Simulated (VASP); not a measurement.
# BaTe: single point with PBEsol

Crystal: BaTe.

```
Ba Te
1.0
     0.00000    3.47140    3.47140
     3.47140    0.00000    3.47140
     3.47140    3.47140    0.00000
Ba Te
1 1
Cartesian
  0.0000 0.0000 0.0000
  3.4714 3.4714 3.4714
```

```yaml
Program: VASP 6.6.1
Task: single point
Functional: PBEsol
Potentials_or_basis: VASP PAW PBE potentials, release 64 (Ba_sv, Te)
Cutoff: 520 eV
k_mesh: 8 × 8 × 8
Occupations: gaussian, width 0.02 eV
Spin: no spin polarisation
```

```yaml
Pressure: 0.4 GPa
Band_gap_on_the_k_mesh: 1.37 eV, indirect (least direct gap 1.76 eV)
```

Levels at points of the mesh, in eV from the valence-band top:
| k point | band 5 | band 6 | band 7 | band 8 | band 9 | band 10 | band 11 | band 12 |
| --- | --- | --- | --- | --- | --- | --- | --- | --- |
| (0.00, 0.00, 0.00) | -9.64 | 0.00 | 0.00 | 0.00 | 2.85 | 2.85 | 2.85 | 2.85 |
| (0.50, 0.00, 0.00) | -8.81 | -2.35 | -1.20 | -1.20 | 4.11 | 4.76 | 4.90 | 4.90 |
| (0.50, 0.50, 0.00) | -9.42 | -1.16 | -0.39 | -0.39 | 1.37 | 4.45 | 4.64 | 5.68 |

Run time: 18 s on 1 thread of Intel(R) Xeon(R) 6975P-C (Granite Rapids) (shared host), peak memory 0.25 GiB.

Caveat: the PAW data sets were made with another functional, which shifts forces and pressure a little; spin-orbit coupling is left out, which moves the levels of the heavy elements. As with any semilocal functional, this PBEsol gap is likely too small.
